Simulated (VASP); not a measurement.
Runs of VASP 6.6.1 on Te. It takes space group P3_121 (No. 152, trigonal). Conventional cell: a = 4.524 Å, b = 4.524 Å, c = 5.935 Å, α = 90.00°, β = 90.00°, γ = 120.00°. Te (site symmetry 2) has 2 Te at 2.89 Å as nearest neighbours. 

```tsv
task	cell	gap on the mesh (eV)	pressure (GPa)	largest force (eV/Å)
relaxation of shape and atoms at fixed volume	atoms relaxed at fixed volume from: a relaxed cell with its volume scaled by 1.02	(b)	-0.3	-
relaxation of shape and atoms at fixed volume	atoms relaxed at fixed volume	0.86	0.0	-
relaxation of shape and atoms at fixed volume	atoms relaxed at fixed volume from: a relaxed cell with its volume scaled by 1.06	0.94	-0.7	-
relaxation of shape and atoms at fixed volume	atoms relaxed at fixed volume from: a relaxed cell with its volume scaled by 1.04	0.92	-0.6	0.01
relaxation of shape and atoms at fixed volume	atoms relaxed at fixed volume from: a relaxed cell with its volume scaled by 0.98	0.84	0.5	0.01
relaxation of shape and atoms at fixed volume	atoms relaxed at fixed volume from: a relaxed cell with its volume scaled by 0.96	(a)	0.9	-
relaxation of cell and atoms	relaxed	0.86	0.0	0.01
```

Alike in all rows: level PBE; potentials or basis VASP PAW PBE potentials, release 64 (Te); no spin polarisation; k mesh 5 × 5 × 3; cutoff (eV) 300; smearing gaussian 0.03 eV.

Estimate the missing entries.

(a) 0.80; (b) 0.90.

Caveats: spin-orbit coupling is left out, which moves the levels of the heavy elements; an odd mesh through Γ misses points on the zone boundary, where band edges often lie; the relaxation stopped at its first step, so nothing moved (some runs).

A k mesh can miss the band edges, and the runs leave out spin-orbit coupling on Te.
